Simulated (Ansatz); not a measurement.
The cell was built from the diamond type and relaxed in the same program; it needn't be a known or the stable phase. The listed cell was then made from it by scaling, straining or moving an atom.

Ca: DFT, PBE, all-electron PAW with datasets made for the crystal, scalar-relativistic (Ansatz 0.2.0). What sets it apart from a plain run of this crystal: z strained by +2 % at fixed volume.

```yaml
crystal:
  lattice:
    - [0.0, 4.2597096006, 4.3881377309]
    - [4.2597096006, 0.0, 4.3881377309]
    - [4.2597096006, 4.2597096006, 0.0]
  atoms:
    - { symbol: Ca, position: [0.0, 0.0, 0.0] }
    - { symbol: Ca, position: [0.25, 0.25, 0.25] }
kpoints:
  mp_grid: { grid: [11, 11, 11] }
scf:
  occupations: { method: fermi_dirac, width: 0.05 }
hamiltonian:
  xc: pbe
  pseudopotentials: { kind: all_electron, datasets: crystal }
output:
  forces: true
  stress: true
  eigenvalues: true
  efg: { contact_densities: true }
```

Output:

```
hamiltonian.pseudopotentials.datasets: crystal makes datasets for this crystal and solves the spheres of its atoms anew in each pass: cutoff 180.0 eV, the density's 720.0 eV; for an error of 0.50 meV an atom under PBE, 1.0 meV for the cell; an energy difference from a run of another recipe may be off by several times the error for the cell, under r2SCAN by more, where some 0.1 meV an atom stays at smaller errors; Ca in spheres of 1.376 Å, 10 of its electrons in bands
band count auto-derived: 15 (N_el = 20.0; filled up to band 10; 14 by the electrons, moments and atoms)
Engine: ansatz 0.2.0
Pseudopotentials: kind: all_electron
Pseudopotential: Ca, paw, valence charge 10, recommended cutoff 180 eV (normal), Koelling and Harmon's equation, gaussian nucleus
Functional definition: PBE
  parameter kappa = 0.804
  parameter beta = 0.06672455060314922
  exchange = pbe_x(kappa = kappa, mu = beta*pi^2/3)
  correlation = pbe_c(beta = beta)
Crystal: 2 atoms, lattice volume = 159.247 Å³
Basis set: ecut = 180 eV, 901 PW (Γ), exchange–correlation on 54×54×54 points (8 copies of the dense FFT grid, shifted against one another)
Bands: 15, of which v1, the nominal top of the filled ones, is band 10 counted from 1 (9 counted from 0)
Symmetry: 16 space group operations
Space group: I41/amd (ITA 141), of the structure as read, at distance tolerance 5.4e-5 Å
k-points: 126 of 1331
Non-local potential: Ca, projectors of the file, l = 0: 2, l = 1: 3, l = 2: 2
PAW form: soft (Blöchl's): semilocal exchange-correlation on the pseudo side does not see the compensation charge
PAW one-centre angular grid: Ca, 110 points (default); XC on its mesh's 1969 points in the sphere
Initial density: superposition of atomic densities (neutral atoms: chi_scale 0, normalization atom)
Initial wavefunctions: pseudopotential atomic-orbital guess
Functional: x = pbe(κ = 0.804, μ = 0.2195149727645171), c = pbe(β = 0.06672455060314922)
iter 1 solved again at ethr=1.99e-4 eV; its pass at ethr=1.00e-1 eV (dr2=3.98e-2 eV) is discarded
SCF iter   1: F=—  HF=-37026.827925 eV  |F-HF|=—  |Δ(HF+E_count)|=         —  Δρ=5.10e-3  dr2=4.23e-2  ethr=1.99e-4  ⟨swp⟩=15.5  Hψ=20281  notcnv=1
preconditioner: auto → LDOS  [metal: Δε(μ)=0.001 eV  Ē_g=1.846 eV  σ=0.050 eV  W_gap=0.00  n_scr=14 (ndim 8)  ℏωp=5.9 eV  f_vac=0.027  D(μ)=3.63/eV (n_scr^D=14)  β→1.0]
iter 2 solved again at ethr=9.76e-6 eV; its pass at ethr=1.99e-4 eV (dr2=1.95e-3 eV) is discarded
SCF iter   2: F=—  HF=-37026.857240 eV  |F-HF|=—  |Δ(HF+E_count)|=   2.93e-2  Δρ=1.21e-3  dr2=2.04e-3  ethr=9.76e-6  ⟨swp⟩=3.0  Hψ=14182  notcnv=0  defer=3
SCF iter   3: F=—  HF=-37026.860693 eV  |F-HF|=—  |Δ(HF+E_count)|=   3.45e-3  Δρ=4.29e-4  dr2=3.06e-4  ethr=9.76e-6  ⟨swp⟩=4.5  Hψ=5678  notcnv=0  defer=1
SCF iter   4: F=—  HF=-37026.861017 eV  |F-HF|=—  |Δ(HF+E_count)|=   3.24e-4  Δρ=1.68e-4  dr2=5.25e-5  ethr=1.53e-6  ⟨swp⟩=4.5  Hψ=5399  notcnv=0
SCF iter   5: F=—  HF=-37026.861089 eV  |F-HF|=—  |Δ(HF+E_count)|=   7.15e-5  Δρ=1.90e-5  dr2=1.72e-6  ethr=2.62e-7  ⟨swp⟩=6.2  Hψ=4830  notcnv=0  defer=1
SCF iter   6: F=—  HF=-37026.861109 eV  |F-HF|=—  |Δ(HF+E_count)|=   2.02e-5  Δρ=1.08e-5  dr2=1.75e-7  ethr=8.58e-9  ⟨swp⟩=6.2  Hψ=7037  notcnv=0
SCF iter   7: F=-37026.861109 eV  HF=-37026.861109 eV  |F-HF|=8.98e-9  |Δ(HF+E_count)|=   4.68e-7  Δρ=5.02e-6  dr2=2.79e-8  ethr=8.76e-10  ⟨swp⟩=4.3  Hψ=4852  notcnv=0  defer=1
SCF 1 converged in 7 iterations: F = -37026.861110 eV  dr2 = 2.79e-8
  Residual-converged pass: ⟨swp⟩=6.3  Hψ=6740  notcnv=0  max |occ|·‖R‖ = 5.2e-6 eV (tolerance 5.3e-6 eV)  dr2=2.81e-8  dr2_onsite=2.40e-8  max |Δocc| = 1.4e-8
  greatest PAW one-centre occupation: 0.996 electrons in one spin orbital (limit 2), on the Ca atom at site 1 (counted from 0), in its partial waves of l = 0
SCF converged after 7 iterations
Free energy (F): -37026.861110 eV
Harris-Foulkes:  -37026.861110 eV  (|F-HF|=8.98e-9)
Internal energy: -37026.832522 eV  (E = F + TS)
E sigma→0 (E₀):  -37026.846816 eV
Entropy (-TS):   -0.028588 eV (-14.294 meV/atom)
Past the cutoff: the bands carry plane waves up to 1.75 times it, of which those up to 1.5 times it add -0.000573 eV an atom, each by itself; the spheres take 0.000954 eV an atom off the energy for waves past 1.75 times it
By the cutoff:   a pressure is off by up to 0.006 GPa (1.2 times the spheres' own share and the shells' term, over an atom's volume, and 0.004 GPa: a bound that held against runs at twice the plane waves)
Past the cutoffs: a stress includes 0.0013 GPa for waves and charges beyond them, in addition to the slope of what the spheres take
In the spheres:  the bands' charges fall short by 2.3e-6 e at most (sound up to 1e-3)
Fermi energy:    1.677443 eV
--- Per-component energies (eV) ---
  The terms above E_closure are by the made datasets' own strengths, without shells solved beside the bands.
--- Forces (eV/Å), atoms counted from 1 ---
  atom   1  Ca     0.00000000     0.00000000     0.00000000
  atom   2  Ca     0.00000000     0.00000000     0.00000000
  max |Σ_I F_I| component: 5.55e-17 eV/Å
--- Stress (GPa, compression-positive) ---
       -0.049649       0.000000       0.000000
        0.000000      -0.049649       0.000000
        0.000000       0.000000       0.135852
  P = ⅓ Tr σ = 0.0122 GPa (0.122 kbar)
--- PAW observables at the nuclei: V_zz in 10²¹ V/m², potentials from the cell's mean, atoms counted from 1 ---
  atom   1  Ca V_zz =    -0.078179   η = 0.0000   by run symmetry: allowed
            electrostatic potential = -2204.879792 V   contact ρ = 41310.155474 e/Å³
  atom   2  Ca V_zz =    -0.078179   η = 0.0000   by run symmetry: allowed
            electrostatic potential = -2204.879792 V   contact ρ = 41310.155474 e/Å³
--- Band table (eV; the first three rows and the last of 126) ---
  k-point 0: bands = ["-41.5373", "-41.5211", "-22.5150", "-22.5147", "-22.5147", "-22.4571", "-22.4571", "-22.4525", "-1.3201", "2.2793", "2.2820", "2.2820", "2.4736"]
  k-point 1: bands = ["-41.5371", "-41.5214", "-22.5153", "-22.5151", "-22.5145", "-22.4571", "-22.4566", "-22.4524", "-1.2687", "2.2319", "2.2788", "2.2820", "2.4877"]
  k-point 2: bands = ["-41.5364", "-41.5221", "-22.5165", "-22.5163", "-22.5137", "-22.4575", "-22.4554", "-22.4517", "-1.1169", "2.0588", "2.2802", "2.2873", "2.5136"]
  k-point 125: bands = ["-41.5294", "-41.5291", "-22.5256", "-22.5252", "-22.4853", "-22.4832", "-22.4467", "-22.4461", "0.5341", "0.5684", "1.7965", "1.9091", "2.4522"]
```
